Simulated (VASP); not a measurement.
## MgSe under changes of volume

One of the cells (20.651 Å³/atom); the others are scaled copies at fixed shape and fractional positions:

```
Se Mg
1.0
     0.00000    2.74355    2.74355
     2.74355    0.00000    2.74355
     2.74355    2.74355    0.00000
Se Mg
1 1
Direct
  0.50000 0.50000 0.50000
  0.00000 0.00000 0.00000
```

| Property | Result |
| --- | --- |
| Program | VASP 6.6.1 |
| Functional | PBE |
| Potentials or basis | VASP PAW PBE potentials, release 64 (Se, Mg) |
| Cutoff | 520 eV |
| k mesh | 8 × 8 × 8 |
| Occupations | fermi-dirac, width 0.05 eV |
| Spin | no spin polarisation |

| volume (Å³/atom) | energy over the lowest point (meV/atom) | pressure (GPa) | gap on the mesh (eV) |
| --- | --- | --- | --- |
| 19.031 | 34.99 | 6.7 | 1.91 |
| 19.436 | 20.24 | 5.0 | 1.87 |
| 19.841 | 9.76 | 3.4 | 1.84 |
| 20.651 | 0.00 | 0.6 | 1.77 |
| 21.056 | ? | ? | ? |
| 21.461 | 2.90 | -1.7 | 1.70 |

Task: What does the run at 21.056 Å³/atom give?

Result: Energy over the lowest point 0.02 meV/atom; pressure -0.6 GPa; gap on the mesh 1.74 eV.

Worked out: A Birch-Murnaghan fit of order 3 (a polynomial in V^(-2/3)) to the other rows has its minimum at 20.85 Å³/atom with B0 = V·E''(V) = 61 GPa and B' = 4.1. It gives 0.02 meV/atom at 21.056 Å³/atom, against the run's 0.02, and -dE/dV = -0.6 GPa, against -0.6. A straight line through the other rows of the gap, of slope -1.73 eV per unit of ln V, gives 1.73 eV, against the run's 1.74.

Energies are extrapolated to zero smearing.

A mesh can miss the band edges. Spin-orbit coupling on Se is left out.
